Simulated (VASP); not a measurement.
Al7N8 (a cell with a defect): single point with PBEsol

Crystal: Al7N8 (a cell with a defect).

```
N Al
1.0
     6.37686    0.00000    0.00000
    -3.18843    5.52252    0.00000
     0.00000    0.00000    5.11731
N Al
8 7
Direct
  0.32420 0.16141 0.37311
  0.16705 0.30554 0.86894
  0.26613 0.63242 0.41877
  0.16773 0.85984 0.87011
  0.82806 0.18771 0.35717
  0.67397 0.33637 0.86944
  0.82948 0.63864 0.35778
  0.70484 0.85163 0.92621
  0.34824 0.17356 0.00096
  0.14522 0.30912 0.50340
  0.14582 0.83497 0.50457
  0.85252 0.18754 0.98980
  0.64870 0.32356 0.50023
  0.85259 0.66374 0.99041
  0.48959 0.74596 0.17836
```

```yaml
Program: VASP 6.6.1
Task: single point
Functional: PBEsol
Potentials_or_basis: VASP PAW PBE potentials, release 64 (N, Al)
Cutoff: 520 eV
k_mesh: 3 × 3 × 3
Occupations: fermi-dirac, width 0.05 eV
Spin: no spin polarisation
```

```
Pressure               : -2.7 GPa
Largest force          : 0.050 eV/Å
Band gap on the k mesh : none (metal or under the smearing width)
```

Forces in eV/Å, atoms in the order of the input:
```
N   -0.001 -0.001  0.003
N   -0.002 -0.001  0.001
N   -0.023 -0.030  0.031
N    0.002 -0.004  0.004
N    0.001 -0.007  0.001
N    0.001  0.001  0.005
N    0.005  0.004  0.003
N    0.035  0.004 -0.036
Al   0.005  0.008  0.004
Al  -0.004 -0.001 -0.008
Al  -0.002  0.004 -0.006
Al  -0.003 -0.001  0.000
Al   0.004  0.003 -0.006
Al  -0.004 -0.002 -0.004
Al  -0.014  0.022  0.006
```

Stress tensor (GPa, compression positive):
```
-3.45  0.91 -5.10
 0.91 -4.52 -2.92
-5.10 -2.92 -0.19
```

Levels at points of the mesh, in eV from the Fermi level:
```
           k point  band 26  band 27  band 28  band 29  band 30  band 31  band 32  band 33  band 34  band 35
(0.00, 0.00, 0.00)    -1.08    -0.97    -0.49    -0.23     0.06     0.15     0.23     2.94     4.25     5.36
```

Run time: 2.2 min on 1 thread of AMD EPYC 9R45 96-Core Processor (Zen 5), on a shared host, peak memory 0.27 GiB.

Caveat: the k mesh is coarse (spacing up to 0.41 Å⁻¹), so the values aren't converged; the PAW data sets were made with another functional, which shifts forces and pressure a little.
